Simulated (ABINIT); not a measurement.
Crystal: NiO.

```
Ni O
1.0
     0.00000    2.08590    2.08590
     2.08590    0.00000    2.08590
     2.08590    2.08590    0.00000
Ni O
1 1
Direct
  0.00000 0.00000 0.00000
  0.50000 0.50000 0.50000
```

Base run:

```yaml
Program: ABINIT 10.8.3 (patched build)
Functional: PBE
Potentials_or_basis: JTH PAW PBE v2.0
Cutoff: 1116 eV
k_mesh: 11 × 11 × 11
Occupations: fermi-dirac, width 0.05 eV
Spin: collinear spin, ferromagnetic start
Starting_moments: "[1.0, 0.0] μB"
```

Its results: band gap on the k mesh none (metal or under the smearing width); pressure -1.4 GPa; net moment 0.00 μB per cell.

Q: The run is repeated on the same cell with these changes: functional from PBE to PBEsol; potentials or basis from JTH PAW PBE v2.0 to PseudoDojo NC SR PBEsol v0.4.1 standard; cutoff from 1116 eV to 1333 eV. What comes out?

A: Band gap on the k mesh none (metal or under the smearing width); pressure -12.3 GPa; net moment 0.00 μB per cell.

Caveats: small starting moments can end in a higher magnetic state in this program; semilocal functionals often make such compounds metallic where correlation or magnetic order opens a gap, which also shifts bond lengths.

Not every run made on this cell is shown here.
